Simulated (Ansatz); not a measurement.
# HfO2: the cost of one run

Program: Ansatz 0.2.0. Level of theory: DFT r2SCAN, scalar-relativistic, plane waves, PAW. These are calculated values, not measurements.

5 further runs of the same task are left out: 2 that didn't finish, 3 set aside as unsound or not needed.

### Step 1. The system as given

It takes space group P4_2/mnm (No. 136, tetragonal). Conventional cell: a = 4.838 Å, b = 4.838 Å, c = 3.220 Å, α = 90.00°, β = 90.00°, γ = 90.00°. Around Hf (site symmetry mmm) lie 6 O at 2.09 Å. O (site symmetry m2m) has 3 Hf at 2.09 Å as nearest neighbours.

Coordinates:

```xyz
6
Lattice="4.8382 0.0000 0.0000 0.0000 4.8382 0.0000 0.0000 0.0000 3.2203" Properties=species:S:1:pos:R:3 pbc="T T T"
Hf    0.0000    0.0000    0.0000
Hf    2.4191    2.4191    1.6102
O     0.9431    3.8951    1.6102
O     1.4760    1.4760    0.0000
O     3.3622    3.3622    0.0000
O     3.8951    0.9431    1.6102
```

It goes back to an entry of the Materials Project, which need not be the stable form.

This cell was relaxed beforehand with the same method: volume 12.56 Å³/atom, gap on the mesh 4.53 eV.

### Step 2. Zero of energy

Reference values: F = -33752.6216 eV; pressure 0.00 GPa; largest force 0.000 eV/Å; gap on the mesh 4.53 eV. It was computed beforehand with the settings of the runs below.

### Step 3. The scan: a one-atom displacement scan

Atom 1 (Hf) is moved by x along the Cartesian unit vector (0.000, 0.000, 1.000); the cell and all other atoms stay fixed. Forces below are components along that vector, summed over the moved atoms. In a periodic cell its images move with it.

### Step 4. x = -0.200 Å

The input, input.yaml:

```yaml
crystal:
  lattice:
    - [4.8382036358, 0.0, 0.0]
    - [0.0, 4.8382036358, 0.0]
    - [0.0, 0.0, 3.2203479147]
  atoms:
    - { symbol: Hf, position: [0.0, 0.0, -0.0621050909] }
    - { symbol: Hf, position: [0.5, 0.5, 0.5] }
    - { symbol: O, position: [0.194919183, 0.805080817, 0.5] }
    - { symbol: O, position: [0.305080817, 0.305080817, 0.0] }
    - { symbol: O, position: [0.694919183, 0.694919183, 0.0] }
    - { symbol: O, position: [0.805080817, 0.194919183, 0.5] }
basis:
  ecutwfc: 500
kpoints:
  mp_grid: { grid: [6, 6, 8] }
hamiltonian:
  xc: r2scan
scf:
  occupations: { method: gaussian, width: 0.05 }
output:
  forces: true
  stress: true
  eigenvalues: true
```

Launch:

```bash
$ ansatz run input.yaml --threads 1 --pin off --max-ram 2560MiB --backend cpu --events-out ev --progress --plain --runs-dir out
```

Q: Estimate wall time and peak memory on 1 thread of Intel Xeon Platinum 8259CL at 2.50GHz (Skylake/Cascade Lake), shared host.

About 76 s, with a peak of 0.61 GiB.
